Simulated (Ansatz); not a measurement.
The system is MgS.

```
S Mg
1.0
     4.03462    0.00000    0.00000
    -2.01731    3.49409    0.00000
     0.00000    0.00000    6.43229
S Mg
2 2
Direct
  0.66667 0.33333 0.87924
  0.33333 0.66667 0.37924
  0.33333 0.66667 0.99575
  0.66667 0.33333 0.49575
```

The cell comes from a database or a generator and needn't be the stable form of this composition.

Program: Ansatz 0.2.0. Alike in all runs: potentials or basis Ansatz PAW; no spin polarisation; cell as given; smearing fermi-dirac 0.05 eV.

Question: Order these runs on this cell by their band gap on the k mesh, lowest first.
A. level r2SCAN; k mesh 8 × 8 × 4; cutoff (eV) 500; points for each segment of the path 14; mesh quality not flagged
B. level PBEsol; k mesh 8 × 8 × 4; cutoff (eV) 420; points for each segment of the path 14; mesh quality not flagged
C. level HSE06; k mesh 6 × 6 × 4; cutoff (eV) 420; points for each segment of the path 4; mesh quality not flagged
D. level PBE0; k mesh 6 × 6 × 4; cutoff (eV) 420; points for each segment of the path 4; mesh quality not flagged
E. level HSE06 form with a typed share of exact exchange; k mesh 4 × 4 × 2; cutoff (eV) 420; screening (1/Å) 0.6; share of exact exchange 0.25; mesh quality coarse

Answer: B (3.27 eV), E (3.86 eV), A (4.12 eV), C (4.50 eV), D (5.18 eV).

Caveats: some runs use coarse meshes.

A k mesh can miss the band edges.

Not every run made on this cell is shown here.
